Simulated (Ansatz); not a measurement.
## Nb: one input, then a changed one

The cell is COD entry 1534903, as deposited and not checked against the literature; nothing was relaxed. The listed cell was then made from it by scaling, straining or moving an atom.

First run: DFT, PBE, all-electron LAPW, scalar-relativistic (Ansatz 0.2.0).

Command: `ansatz run input.yaml --threads 1 --pin off --max-ram 2048MiB --backend cpu --events-out ev --progress --plain --runs-dir out` The run took 7.2 s on 1 thread of Arm Neoverse V2 (shared host).

```yaml
crystal:
  lattice:
    - [0.0, 2.0791456158, 2.0791456158]
    - [2.0791456158, 0.0, 2.0791456158]
    - [2.0791456158, 2.0791456158, 0.0]
  atoms:
    - { symbol: Nb, position: [0.0, 0.0, 0.0] }
kpoints:
  mp_grid: { grid: [13, 13, 13] }
scf:
  occupations: { method: fermi_dirac, width: 0.08 }
hamiltonian:
  xc: pbe
  pseudopotentials: { kind: all_electron, lapw: { basis_error: 0.00025 } }
output:
  forces: true
  stress: true
  eigenvalues: true
```

Result: converged; pressure 7.95 GPa; 6 SCF iterations.

The input is then changed:

```diff
@@ -7,10 +7,12 @@
     - { symbol: Nb, position: [0.0, 0.0, 0.0] }
 kpoints:
-  mp_grid: { grid: [13, 13, 13] }
+  mp_grid: { grid: [20, 20, 20] }
 scf:
   occupations: { method: fermi_dirac, width: 0.08 }
+  mixing: { algorithm: broyden, beta: 0.3 }
 hamiltonian:
   xc: pbe
   pseudopotentials: { kind: all_electron, lapw: { basis_error: 0.00025 } }
+  dispersion: d3bjatm
 output:
   forces: true
```

Q: What does the second run give?

A: It converged; pressure 2.03 GPa; 8 SCF iterations.
